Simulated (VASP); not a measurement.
# CaSe (Fm-3m) in VASP: notebook

Runs on CaSe. Level: r2SCAN. Tasks: single point.

Program: VASP 6.6.1. These are calculated values, not measurements. Logs are shortened: lines on timing, memory, paths and dates and some standing lists are left out, and cuts for length are marked.

### Step 1. The crystal as given

The structure is cubic, space group Fm-3m (No. 225). Conventional cell: a = 5.912 Å, b = 5.912 Å, c = 5.912 Å, α = 90.00°, β = 90.00°, γ = 90.00°. Around Se (site symmetry m-3m) lie 6 Ca at 2.96 Å. Ca (site symmetry m-3m) has 6 Se at 2.96 Å as nearest neighbours.

### Step 2. Single point, r2SCAN

INCAR

```
ADDGRID = F ; ALGO = Normal
EDIFF = 1E-6 ; ENCUT = 350
ISIF = 2 ; ISMEAR = 0
LASPH = T ; LCHARG = F
LMIXTAU = T ; LREAL = F
LWAVE = F ; METAGGA = R2SCAN
NBANDS = 15 ; NELM = 100
PREC = Accurate ; SIGMA = 0.05
```

KPOINTS

```
k-points
0
Gamma
  5 5 5
```

POSCAR

```
CaSe
1.0
    0.0000000000      2.9560000000      2.9560000000
    2.9560000000      0.0000000000      2.9560000000
    2.9560000000      2.9560000000      0.0000000000
Se Ca
1 1
Direct
    0.5000000000      0.5000000000      0.5000000000
    0.0000000000      0.0000000000      0.0000000000
```

Potentials or basis: VASP PAW PBE potentials, release 64 (Se, Ca_sv).

Command:

```bash
$ cat potpaw_PBE.64/Se/POTCAR potpaw_PBE.64/Ca_sv/POTCAR > POTCAR
$ mpirun -np 1 vasp_std > vasp.out
```

OUTCAR:

```text
EDIFF = 1E-6
   ENCUT = 350
   ISIF = 2
   ISMEAR = 0
   LASPH = T
   LREAL = F
   METAGGA = R2SCAN
   NELM = 100
   PREC = Accurate

 Found     10 irreducible k-points:

 Following reciprocal coordinates:
            Coordinates               Weight
  0.000000  0.000000  0.000000      1.000000
  0.200000  0.000000  0.000000      8.000000
  0.400000  0.000000  0.000000      8.000000
  0.200000  0.200000  0.000000      6.000000
  0.400000  0.200000  0.000000     24.000000
 -0.400000  0.200000  0.000000     24.000000
   k-points           NKPTS =     10   k-points in BZ     NKDIM =     10   number of bands    NBANDS=     15
   number of dos      NEDOS =    301   number of ions     NIONS =      2
   total plane-waves  NPLWV =  21952
   dimension x,y,z NGX =    28 NGY =   28 NGZ =   28
   dimension x,y,z NGXF=    56 NGYF=   56 NGZF=   56
   ions per type =               1   1
   NGX,Y,Z   is equivalent  to a cutoff of  11.13, 11.13, 11.13 a.u.
   NGXF,Y,Z  is equivalent  to a cutoff of  22.27, 22.27, 22.27 a.u.
 SYSTEM =  unknown system
   PREC   = accura    normal or accurate (medium, high low for compatibility)
   ISTART =      0    job   : 0-new  1-cont  2-samecut
   ICHARG =      2    charge: 1-file 2-atom 10-const
   ISPIN  =      1    spin polarized calculation?
   LNONCOLLINEAR =      F non collinear calculations
   LSORBIT =      F    spin-orbit coupling
   LASPH  =      T    aspherical Exc in radial PAW
   ENCUT  =  350.0 eV  25.72 Ry    5.07 a.u.   6.38  6.38  6.38*2*pi/ulx,y,z
   NELM   =    100;   NELMIN=  2; NELMDL= -5     # of ELM steps
   EDIFF  = 0.1E-05   stopping-criterion for ELM
   LREAL  =      F    real-space projection
   EDIFFG = 0.1E-04   stopping-criterion for IOM
   NSW    =      0    number of steps for IOM
   IBRION =     -1    ionic relax: 0-MD 1-quasi-New 2-CG
   NFREE  =      0    steps in history (QN), initial steepest desc. (CG)
   ISIF   =      2    stress and relaxation
   ISYM   =      2    0-nonsym 1-usesym 2-fastsym
   POTIM  = 0.5000    time-step for ionic-motion
   TEBEG  =    0.0;   TEEND  =   0.0 temperature during run
   PSTRESS=    0.0 pullay stress
   NELECT =      16.0000    total number of electrons
   NUPDOWN=      -1.0000    fix difference up-down
   EMIN   =  10.00;   EMAX   =-10.00  energy-range for DOS
   EFERMI =   0.00;   METHOD = LEGACY
   ISMEAR =     0;   SIGMA  =   0.05  broadening in eV -4-tet -1-fermi 0-gaus
   EFERMI_NEDOS =   21; number of points for ismear=-14 and -15
   IALGO  =     38    algorithm
   IMIX   =      4    mixing-type and parameters
     AMIX     =   0.40;   BMIX     =  1.00
     AMIX_MAG =   1.60;   BMIX_MAG =  1.00
  volume/ion in A,a.u.               =      25.83       174.30
  Fermi-wavevector in a.u.,A,eV,Ry     =   1.107645  2.093145 16.692666  1.226876
  Thomas-Fermi vector in A             =   2.244161
   LORBIT       =      0    0 simple, 1 ext, 2 COOP (PROOUT), +10 PAW based schemes
   METAGGA = R2SCAN    functional components
   LHFCALC =     F    Hartree Fock is set to
   AEXX    =    0.0000 exact exchange contribution
   IVDW    =     0    specifies the selected vdW correction
   LEPSILON=     F    determine dielectric tensor
   LRPA    =     F    only Hartree local field effects (RPA)
 non-spin polarized calculation
 Gauss-broadening in eV      SIGMA  =   0.05
  energy-cutoff  :      350.00
  volume of cell :       51.66
 maximum number of plane-waves:       785
 NGX is ok and might be reduce to    28
   NGX = 13   NGY = 13   NGZ = 13

 number of electron      16.0000007 magnetization

 Free energy of the ion-electron system (eV)
  ---------------------------------------------------
  ext. energy  EPLUGINS =         0.00000000
  ---------------------------------------------------
  free energy    TOTEN  =       -25.97358994 eV

  energy without entropy =      -25.97358994  energy(sigma->0) =      -25.97358994

 E-fermi :   2.4646     XC(G=0):  -9.5875

 val. band max:        2.1983539909   @ k =   0.0000   0.0000   0.0000
 cond. band min:       4.8100289069   @ k =   0.4000   0.4000   0.0000
 fundamental gap:      2.6116749160
 Fermi energy:         2.4646376677

 k-point     1 :       0.0000    0.0000    0.0000
  band No.  band energies     occupation
      1     -39.0958      2.00000
      2     -19.2077      2.00000
      3     -19.2077      2.00000
      4     -19.2077      2.00000
      5     -10.0001      2.00000
      6       2.1984      2.00000
      7       2.1984      2.00000
      8       2.1984      2.00000
      9       6.3483      0.00000
     10       6.4227      0.00000
     11       6.4227      0.00000
     12       6.4227      0.00000
     13       7.0215      0.00000
     14       7.0215      0.00000
     15      12.6817      0.00000

 k-point     2 :       0.2000    0.0000    0.0000
  band No.  band energies     occupation
      1     -39.0935      2.00000
      2     -19.2492      2.00000
      3     -19.2103      2.00000
      4     -19.2103      2.00000
      5      -9.7674      2.00000
      6       0.7194      2.00000
      7       1.6929      2.00000
      8       1.6929      2.00000
      9       6.4337      0.00000
     10       6.9377      0.00000
     11       6.9377      0.00000
     12       8.0018      0.00000
     13       8.0018      0.00000
     14       8.1320      0.00000
     15      12.5727      0.00000

 k-point     3 :       0.4000    0.0000    0.0000
  band No.  band energies     occupation
      1     -39.0897      2.00000
      2     -19.3144      2.00000
      3     -19.2143      2.00000
      4     -19.2143      2.00000
      5      -9.3508      2.00000
      6      -0.8551      2.00000
      7       1.0912      2.00000
      8       1.0912      2.00000
      9       6.9972      0.00000
     10       8.0309      0.00000
     11       8.0309      0.00000
     12       8.7139      0.00000
     13       9.8008      0.00000
     14       9.8008      0.00000
     15      11.6393      0.00000

 k-point     4 :       0.2000    0.2000    0.0000
  band No.  band energies     occupation
      1     -39.0927      2.00000
      2     -19.2435      2.00000
      3     -19.2192      2.00000
      4     -19.2192      2.00000
      5      -9.7256      2.00000
      6       0.4855      2.00000
      7       1.7324      2.00000
      8       1.7324      2.00000
      9       5.6765      0.00000
     10       7.1411      0.00000
     11       7.2736      0.00000
     12       7.6626      0.00000
     13       7.6626      0.00000
     14       9.8853      0.00000
     15      12.9081      0.00000

 k-point     5 :       0.4000    0.2000    0.0000
  band No.  band energies     occupation
      1     -39.0894      2.00000
      2     -19.2878      2.00000
      3     -19.2276      2.00000
      4     -19.2253      2.00000
      5      -9.4346      2.00000
      6      -0.3689      2.00000
      7       0.9698      2.00000
      8       1.2733      2.00000
      9       5.9625      0.00000
     10       8.0714      0.00000
     11       8.1836      0.00000
     12       8.5931      0.00000
     13       8.6147      0.00000
     14      10.5661      0.00000
     15      10.9532      0.00000

 k-point     6 :      -0.4000    0.2000    0.0000
  band No.  band energies     occupation
      1     -39.0882      2.00000
      2     -19.3049      2.00000
      3     -19.2400      2.00000
      4     -19.2202      2.00000
      5      -9.2883      2.00000
      6      -0.6866      2.00000
      7       0.5845      2.00000
      8       1.0042      2.00000
      9       7.2704      0.00000
     10       7.8493      0.00000
     11       8.1808      0.00000
     12       8.8205      0.00000
     13       9.5573      0.00000
     14       9.8136      0.00000
     15      11.6222      0.00000

 [... further k-points ...]
[... 5 lines left out ...]
  --------------------------------------------------------------------------------------
  -------------------------------------------------------------------------------------
  Total        0.2460330      0.2460330      0.2460330      0.0000000      0.0000000      0.0000000
  in kB        7.6306331      7.6306331      7.6306331      0.0000000      0.0000000      0.0000000
  external PRESSURE =       7.6306331 kB  Pullay stress =       0.0000000 kB

 VOLUME and BASIS-vectors are now :
 -----------------------------------------------------------------------------
  energy-cutoff  :      350.00
  volume of cell :       51.66
      direct lattice vectors                 reciprocal lattice vectors
     0.000000000  2.956000000  2.956000000    -0.169147497  0.169147497  0.169147497
     2.956000000  0.000000000  2.956000000     0.169147497 -0.169147497  0.169147497
     2.956000000  2.956000000  0.000000000     0.169147497  0.169147497 -0.169147497

 POSITION                                       TOTAL-FORCE (eV/Angst)
 -----------------------------------------------------------------------------------
      2.95600      2.95600      2.95600        -0.000000     -0.000000     -0.000000
      0.00000      0.00000      0.00000         0.000000      0.000000      0.000000
 -----------------------------------------------------------------------------------
    total drift:                                0.000000      0.000000      0.000000

  FREE ENERGIE OF THE ION-ELECTRON SYSTEM (eV)
  ---------------------------------------------------
  free  energy   TOTEN  =       -25.9735899412 eV

  energy  without entropy=      -25.9735899412  energy(sigma->0) =      -25.97358994
```

Run time: 40 s. Hardware: 1 thread of Intel Xeon Platinum 8488C (Sapphire Rapids), shared host; peak memory 0.15 GiB.

These settings aren't checked as converged: the numbers below hold their error.

Results:

- Free energy: -25.9736 eV
- Pressure: 0.8 GPa
- Band gap on the k mesh: 2.61 eV, indirect (least direct gap 3.51 eV)

Caveat: the PAW data sets were made with another functional, which shifts forces and pressure a little; an odd mesh through Γ misses points on the zone boundary, where band edges often lie.

### Step 3. Single point, r2SCAN

INCAR is that of step 2.

KPOINTS is that of step 2.

POSCAR

```
CaSe
1.0
    0.0000000000      2.9560000000      2.9560000000
    2.9560000000      0.0000000000      2.9560000000
    2.9560000000      2.9560000000      0.0000000000
Se Ca
1 1
Direct
    0.5137070000      0.4880300000      0.5023060000
    0.0084580000     -0.0027510000     -0.0091450000
```

Potentials or basis: VASP PAW PBE potentials, release 64 (Se, Ca_sv).

Command:

```bash
$ cat potpaw_PBE.64/Se/POTCAR potpaw_PBE.64/Ca_sv/POTCAR > POTCAR
$ mpirun -np 1 vasp_std > vasp.out
```

It took 2 min on 1 thread of Intel Xeon Platinum 8488C (Sapphire Rapids), shared host; peak memory 0.18 GiB.

These settings aren't checked as converged: the numbers below hold their error.

What came out:

* Free energy: -25.9692 eV
* Pressure: 0.8 GPa
* Largest force: 0.176 eV/Å
* Band gap on the k mesh: 2.62 eV, indirect (least direct gap 3.51 eV)

Caveat: the PAW data sets were made with another functional, which shifts forces and pressure a little; an odd mesh through Γ misses points on the zone boundary, where band edges often lie.

### Step 4. Single point, r2SCAN

INCAR, as its differences from that of step 3:

```diff
@@ -1,3 +1,3 @@
 ADDGRID = F ; ALGO = Normal
-EDIFF = 1E-6 ; ENCUT = 350
+EDIFF = 1E-6 ; ENCUT = 550
 ISIF = 2 ; ISMEAR = 0
```

KPOINTS

```
k-points
0
Gamma
  4 4 4
```

POSCAR

```
CaSe
1.0
    0.0000000000      2.9560000000      2.9560000000
    2.9560000000      0.0000000000      2.9560000000
    2.9560000000      2.9560000000      0.0000000000
Se Ca
1 1
Direct
    0.5000000000      0.5000000000      0.5000000000
    0.0000000000      0.0000000000      0.0000000000
```

Potentials or basis: VASP PAW PBE potentials, release 64 (Se, Ca_sv).

Command:

```bash
$ cat potpaw_PBE.64/Se/POTCAR potpaw_PBE.64/Ca_sv/POTCAR > POTCAR
$ mpirun -np 1 vasp_std > vasp.out
```

OUTCAR:

```text
EDIFF = 1E-6
   ENCUT = 550
   ISIF = 2
   ISMEAR = 0
   LASPH = T
   LREAL = F
   METAGGA = R2SCAN
   NELM = 100
   PREC = Accurate

 Found      8 irreducible k-points:

 Following reciprocal coordinates:
            Coordinates               Weight
  0.000000  0.000000  0.000000      1.000000
  0.250000  0.000000  0.000000      8.000000
  0.500000  0.000000  0.000000      4.000000
  0.250000  0.250000  0.000000      6.000000
  0.500000  0.250000  0.000000     24.000000
 -0.250000  0.250000  0.000000     12.000000
[... 176 lines left out ...]
     11       7.8371      0.00000
     12       8.2187      0.00000
     13       9.2183      0.00000
     14      10.3229      0.00000
     15      11.9591      0.00000

 [... further k-points ...]
[... 5 lines left out ...]
  --------------------------------------------------------------------------------------
  -------------------------------------------------------------------------------------
  Total        0.3039626      0.3039626      0.3039626     -0.0000000      0.0000000     -0.0000000
  in kB        9.4273035      9.4273035      9.4273035     -0.0000000      0.0000000     -0.0000000
  external PRESSURE =       9.4273035 kB  Pullay stress =       0.0000000 kB

 VOLUME and BASIS-vectors are now :
 -----------------------------------------------------------------------------
  energy-cutoff  :      550.00
  volume of cell :       51.66
      direct lattice vectors                 reciprocal lattice vectors
     0.000000000  2.956000000  2.956000000    -0.169147497  0.169147497  0.169147497
     2.956000000  0.000000000  2.956000000     0.169147497 -0.169147497  0.169147497
     2.956000000  2.956000000  0.000000000     0.169147497  0.169147497 -0.169147497

 POSITION                                       TOTAL-FORCE (eV/Angst)
 -----------------------------------------------------------------------------------
      2.95600      2.95600      2.95600         0.000000     -0.000000     -0.000000
      0.00000      0.00000      0.00000        -0.000000      0.000000      0.000000
 -----------------------------------------------------------------------------------
    total drift:                                0.000000     -0.000000     -0.000000

  FREE ENERGIE OF THE ION-ELECTRON SYSTEM (eV)
  ---------------------------------------------------
  free  energy   TOTEN  =       -25.9645364923 eV

  energy  without entropy=      -25.9645364923  energy(sigma->0) =      -25.96453649
```

stdout:

```text
POSCAR found type information on POSCAR SeCa
 POSCAR found :  2 types and       2 ions
 scaLAPACK will be used
 -----------------------------------------------------------------------------
|                                                                             |
|                                                                             |
|     You enforced a specific xc type in the INCAR file but a different       |
|     I HOPE YOU KNOW WHAT YOU ARE DOING!                                     |
|                                                                             |
 -----------------------------------------------------------------------------

 LDA part: xc-table for (None), standard interpolation
 POSCAR, INCAR and KPOINTS ok, starting setup
 FFT: planning ... GRIDC
 FFT: planning ... GRID_SOFT
 FFT: planning ... GRID
 WAVECAR not read
 entering main loop
```

It took 29 s on 1 thread of Intel Xeon Platinum 8488C (Sapphire Rapids), shared host; peak memory 0.18 GiB.

These settings aren't checked as converged: the numbers below hold their error.

What came out:

- Free energy: -25.9645 eV
- Pressure: 0.9 GPa
- Band gap on the k mesh: 2.48 eV, indirect (least direct gap 3.43 eV)

Caveat: the k mesh is coarse (spacing up to 0.46 Å⁻¹), so the values aren't converged; the PAW data sets were made with another functional, which shifts forces and pressure a little.

### Step 5. The reference run

An earlier run on the cell as given: functional PBEsol; potentials or basis VASP PAW PBE potentials, release 64 (Se, Ca_sv); cutoff 520 eV; k mesh 8 × 8 × 8; occupations fermi-dirac, width 0.05 eV; no spin polarisation.

- Pressure: -0.9 GPa
- Band gap on the k mesh: 1.92 eV, indirect (least direct gap 2.87 eV)
